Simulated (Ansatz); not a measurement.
Reaction (cleavage of the Al–Si bond): `C[SiH2][SiH]([AlH2])Cl` + `CCCS` → `CCC[S][AlH2]` + `C[SiH2][SiH2]Cl`

Program: Ansatz. Geometries: PBE0-D4/def2-TZVP. ΔE: electronic, gas phase. CCSD(T)/CBS adds triple-zeta CCSD(T) − MP2 to the extrapolated MP2 energy (def2 sets, frozen cores). This one scheme is used for every species. Functionals use def2-TZVPP. B3LYP here is the variant with VWN-RPA as its local correlation; programs differ in this. One conformer a species, not always the lowest.

```tsv
level	ΔE (kcal/mol)	difference from CCSD(T)/CBS
r2SCAN-D4	-26.7	0.0
PBE0-D4	-24.5	2.2
B3LYP-D4	-26.2	0.5
ωB97M-V	-27.4	-0.7
PBE	-23.8	2.9
r2SCAN	-26.7	0.0
PBE0	-24.6	2.1
B3LYP	-26.4	0.3
MP2/def2-TZVPP	-28.5	-1.8
SCS-MP2/def2-TZVPP	-28.1	-1.4
CCSD/def2-TZVPP	-26.3	0.4
HF/def2-QZVPP	-28.5	-1.8
MP2/def2-QZVPP	-28.7	-2.0
SCS-MP2/def2-QZVPP	-28.4	-1.7
HF/CBS(def2)	-28.6	-1.9
MP2/CBS(def2)	-28.9	-2.2
CCSD(T)/CBS	-26.7	0
```

Largest T1 diagnostic among the species: 0.011.

From PBE to PBE0 (25 % exact exchange), in def2-TZVPP and without D4, ΔE moves by −0.8 kcal/mol.

CCSD(T)/CBS has its own doubt, a few kJ/mol and more with outer-core shells, so smaller differences from it don't rank the levels.
